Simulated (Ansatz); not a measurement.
## Al2O3 (Corundum) under changes of volume

One of the cells (8.502 Å³/atom); the others are scaled copies at fixed shape and fractional positions:

```
CELL_PARAMETERS angstrom
2.38025 1.37424 4.33187
-2.38025 1.37424 4.33187
0.00000 -2.74848 4.33187
ATOMIC_POSITIONS crystal
Al 0.85216 0.85216 0.85216
Al 0.64784 0.64784 0.64784
Al 0.14784 0.14784 0.14784
Al 0.35216 0.35216 0.35216
O 0.05668 0.75000 0.44332
O 0.75000 0.44332 0.05668
O 0.44332 0.05668 0.75000
O 0.94332 0.25000 0.55668
O 0.25000 0.55668 0.94332
O 0.55668 0.94332 0.25000
```

| Property | Result |
| --- | --- |
| Program | Ansatz 0.2.0 |
| Functional | PBE |
| Potentials or basis | SSSP precision PAW |
| Cutoff | 1020 eV |
| Density cutoff | 10204 eV |
| k mesh | 7 × 7 × 7 |
| Occupations | fermi-dirac, width 0.05 eV |
| Spin | no spin polarisation |

| volume (Å³/atom) | energy over the lowest point (meV/atom) | pressure (GPa) | gap on the mesh (eV) | largest force (eV/Å) |
| --- | --- | --- | --- | --- |
| 7.992 | 59.65 | 26.5 | 7.01 | 0.096 |
| 8.162 | 35.22 | 19.7 | 6.73 | 0.078 |
| 8.332 | ? | ? | ? | ? |
| 8.502 | 6.33 | 7.9 | 6.21 | 0.046 |
| 8.672 | 0.62 | 2.9 | 5.97 | 0.059 |
| 8.842 | 0.00 | -1.7 | 5.73 | 0.074 |
| 9.012 | 4.00 | -5.8 | 5.49 | 0.089 |

**Question.** What does the run at 8.332 Å³/atom give?

**Answer.** Energy over the lowest point 17.67 meV/atom; pressure 13.5 GPa; gap on the mesh 6.47 eV; largest force 0.062 eV/Å.

Worked out: A Birch-Murnaghan fit of order 3 (a polynomial in V^(-2/3)) to the other rows has its minimum at 8.78 Å³/atom with B0 = V·E''(V) = 233 GPa and B' = 4.1 at fixed shape and positions, which overstates the stiffness. It gives 17.67 meV/atom at 8.332 Å³/atom, against the run's 17.67, and -dE/dV = 13.5 GPa, against 13.5. A straight line through the other rows of the gap, of slope -12.6 eV per unit of ln V (its deformation potential), gives 6.48 eV, against the run's 6.47.

Energies are extrapolated to zero smearing.

Caveats: odd divisions of the mesh miss points on the zone boundary, where band edges often lie, so the gap on the mesh can be too wide.

A mesh can miss the band edges.
